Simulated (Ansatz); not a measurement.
# KNbO3 (Pm-3m): relaxations under a series of pressures from a Python script

How does KNbO3 (Pm-3m) give way under pressure? Aim: relaxations under a series of pressures, for KNbO3 (Pm-3m), run from a script.

Program: Ansatz 0.2.0, driven from Python. Level of theory: DFT PBEsol, plane waves, PAW. These are calculated values, not measurements.

### Step 1. Starting point

It takes space group Pm-3m (No. 221, cubic). The conventional cell has a = 4.029 Å, b = 4.029 Å, c = 4.029 Å, α = 90.00°, β = 90.00°, γ = 90.00°. K (site symmetry m-3m) is surrounded by 12 O at 2.85 Å. Around Nb (site symmetry m-3m) lie 6 O at 2.01 Å. O (site symmetry 4/mmm) is surrounded by 2 Nb at 2.01 Å and 4 K at 2.85 Å.

No structure file is read: the coordinates are typed or built in the script.

### Step 2. Script

Contents of knbo3.py:

```python
# -*- coding: utf-8 -*-
"""Cell of KNbO3 under pressure."""

import warnings

import ansatz as az
import numpy as np
import pandas as pd

def edges_and_angles(cell):
    cell = np.asarray(cell)
    a, b, c = np.linalg.norm(cell, axis=1)
    cosines = cell[1] @ cell[2] / (b * c), cell[0] @ cell[2] / (a * c), cell[0] @ cell[1] / (a * b)
    return (a, b, c, *np.degrees(np.arccos(cosines)))


def main():
    warnings.simplefilter("ignore", az.DeckWarning)

    crystal = (
        az.Lattice.of([4.02918, 0.0, 0.0], [0.0, 4.02918, 0.0], [0.0, 0.0, 4.02918])
        .atom("K", [0.0, 0.0, 0.0])
        .atom("Nb", [0.5, 0.5, 0.5])
        .atom("O", [0.0, 0.5, 0.5])
        .atom("O", [0.5, 0.0, 0.5])
        .atom("O", [0.5, 0.5, 0.0])
    )

    calc = (
        crystal.calculation()
        .scf(tolerance=1e-09)
        .kpoints(4, 4, 4)
        .functional("PBEsol")
        .occupations("Fixed")
        .basis(18 * az.Ha)
    )

    # H = F + PV, with 1 GPa A^3 = 1/160.21766 eV
    rows = []
    for pressure in [0, 2, 4, 6, 8]:
        done = calc.relax(cell=True, pressure=pressure, force_tolerance=0.02).run(threads=1, backend="cpu")
        cell = done.lattice.cell_ang
        n_atoms = len(done.lattice.sites)
        volume = abs(np.linalg.det(cell)) / n_atoms
        enthalpy = done.report["free_energy_ev"] / n_atoms + pressure * volume / 160.21766
        rows.append((pressure, volume, enthalpy, *edges_and_angles(cell)))
        print(f"{pressure} GPa done: {volume:.4f} A^3/atom")

    table = pd.DataFrame(rows, columns=["P_GPa", "V_A3_atom", "H_eV_atom", "a", "b", "c", "alpha", "beta", "gamma"])
    print(table.round(4).to_string(index=False))
    p, v = np.array([row[0] for row in rows], float), np.array([row[1] for row in rows])
    print("mean bulk modulus between rows (GPa):", np.round(-np.diff(p) / np.diff(np.log(v)), 1))


if __name__ == "__main__":
    main()
```

### Step 3. Launch

Command:

```sh
$ python knbo3.py
```

Standard output:

```text
0 GPa done: 12.6737 A^3/atom
2 GPa done: 12.5443 A^3/atom
4 GPa done: 12.4219 A^3/atom
6 GPa done: 12.3058 A^3/atom
8 GPa done: 12.1953 A^3/atom
 P_GPa  V_A3_atom  H_eV_atom      a      b      c  alpha  beta  gamma
     0    12.6737 -1539.8574 3.9868 3.9868 3.9868   90.0  90.0   90.0
     2    12.5443 -1539.7000 3.9732 3.9732 3.9732   90.0  90.0   90.0
     4    12.4219 -1539.5442 3.9602 3.9602 3.9602   90.0  90.0   90.0
     6    12.3058 -1539.3899 3.9478 3.9478 3.9478   90.0  90.0   90.0
     8    12.1953 -1539.2370 3.9360 3.9360 3.9360   90.0  90.0   90.0
mean bulk modulus between rows (GPa): [195.  203.9 212.9 221.9]
```

Run time: 31 s. Hardware: 1 thread of Arm Neoverse V1, shared host; peak memory 0.45 GiB.

### Step 4. What each run gave

The 5 runs, in the order started:

| run | pressure asked (GPa) | energy from run 1 (meV/atom) | final volume (Å³/atom) | pressure (GPa) | gap on the mesh (eV) | SCF cycles in all | CPU time (s) |
| --- | --- | --- | --- | --- | --- | --- | --- |
| 1 | 0 | 0.00 | 12.67 | -0.01 | 1.50 | 30 | 5.6 |
| 2 | 2 | 0.79 | 12.54 | 1.99 | 1.52 | 32 | 5.8 |
| 3 | 4 | 3.07 | 12.42 | 3.99 | 1.54 | 33 | 5.7 |
| 4 | 6 | 6.68 | 12.31 | 5.98 | 1.56 | 33 | 5.8 |
| 5 | 8 | 11.48 | 12.20 | 7.97 | 1.58 | 33 | 6.1 |

### Step 5. Path of the relaxation of run 1

Relaxation path:

```
step  E - E(step 1) (eV/cell)  largest force component (eV/Å)  pressure (GPa)  volume (Å³)
   1                   0.0000                          0.0000           -5.63        65.41
   2                  -0.0360                          0.0000            1.04        63.03
   3                  -0.0371                          0.0000           -0.06        63.39
   4                  -0.0371                          0.0000            0.00        63.37
   5                  -0.0370                          0.0000           -0.01        63.37
```

Step 1 is the start. Step 5 repeats the geometry before it on a plane-wave basis chosen anew for that cell, so its energy need not be comparable with the rows above.

«Before» is this run's own start.

|  | before | after | change |
| --- | --- | --- | --- |
| a (Å) | 4.029 | 3.987 | -1.1 % |
| b (Å) | 4.029 | 3.987 | -1.1 % |
| c (Å) | 4.029 | 3.987 | -1.1 % |
| volume (Å³/atom) | 13.08 | 12.67 | -3.1 % |
| shortest distance (Å) | 2.015 | 1.993 | -1.1 % |
| space group (0.01 Å) | Pm-3m | Pm-3m | same |

The run keeps the 48 symmetry operations of the start, so it could not have lowered the symmetry.

### Step 6. How the relaxation of run 5 went

Step by step:

| step | energy from step 1 (eV/cell) | largest force component (eV/Å) | pressure (GPa) | volume (Å³) |
| --- | --- | --- | --- | --- |
| 1 | 0.0000 | 0.0000 | -5.63 | 65.41 |
| 2 | 0.1002 | 0.0000 | 12.82 | 59.74 |
| 3 | 0.0133 | 0.0000 | 7.45 | 61.12 |
| 4 | 0.0202 | 0.0000 | 7.98 | 60.98 |
| 5 | 0.0204 | 0.0000 | 7.97 | 60.98 |

Step 1 is the start. Step 5 repeats the geometry before it on a plane-wave basis chosen anew for that cell, so its energy need not be comparable with the rows above.

«Before» is this run's own start.

|  | before | after | change |
| --- | --- | --- | --- |
| a (Å) | 4.029 | 3.936 | -2.3 % |
| b (Å) | 4.029 | 3.936 | -2.3 % |
| c (Å) | 4.029 | 3.936 | -2.3 % |
| volume (Å³/atom) | 13.08 | 12.20 | -6.8 % |
| shortest distance (Å) | 2.015 | 1.968 | -2.3 % |
| space group (0.01 Å) | Pm-3m | Pm-3m | same |

The run keeps the 48 symmetry operations of the start, so it could not have lowered the symmetry.

Under a set pressure the enthalpy E + pV is minimised, so E itself may rise.

### Step 7. Outcome

```
                                   quantity             value
bulk modulus between neighbouring pressures  195 to 221.9 GPa
                              runs compared                 5
                            range of energy    11.48 meV/atom
```

**Reading.** The crystal stiffens as it is compressed. The volume falls from 12.67 Å³ an atom at 0 GPa to 12.20 at 8 GPa, by 3.8 %. Between 0 and 2 GPa, -V dP/dV is about 195 GPa, a mean over that step. In run 1, the volume shrank by 3.1 % over 3 moves, and the space group stayed Pm-3m. In run 5, over 3 moves the cell shrank by 6.8 % in volume under the 8 GPa asked, and the space group stayed Pm-3m. Caveats:
- Spin is left out of this run.
- At a fixed pressure a relaxation lowers the enthalpy F + PV, while F alone can rise.
- The program warned that this SCF threshold is loose for forces or stresses.
- This cell is a computed structure, which may not be the phase found in nature.
- Symmetry holds the cell in this phase, so another phase that may be stable under pressure is not reached.
